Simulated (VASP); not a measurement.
The system is BaTiO3.

```
Ba Ti O
1.0
     3.96714    0.00000    0.00000
     0.00000    3.96714    0.00000
     0.00000    0.00000    4.06567
Ba Ti O
1 1 3
Direct
  0.00000 0.00000 0.99860
  0.50000 0.50000 0.48193
  0.50000 0.50000 0.02910
  0.50000 0.00000 0.51669
  0.00000 0.50000 0.51669
```

Base run:

```yaml
Program: VASP 6.6.1
Functional: PBE-EpsX
Potentials_or_basis: VASP PAW PBE potentials, release 64 (Ba_sv, Ti_sv, O)
Cutoff: 520 eV
k_mesh: 4 × 4 × 4
Occupations: gaussian, width 0.03 eV
Spin: no spin polarisation
```

Its results: band gap on the k mesh 3.20 eV, indirect (least direct gap 3.61 eV); pressure 2.7 GPa; largest force 0.185 eV/Å.

Question: The run is repeated on the same cell with these changes: functional from PBE-EpsX to HSE06. What comes out?

Answer: Band gap on the k mesh 3.27 eV, indirect (least direct gap 3.67 eV); pressure 0.9 GPa; largest force 0.295 eV/Å.

Caveats: the PAW data sets were made with another functional, which shifts forces and pressure a little; spin-orbit coupling is left out, which moves the levels of the heavy elements.
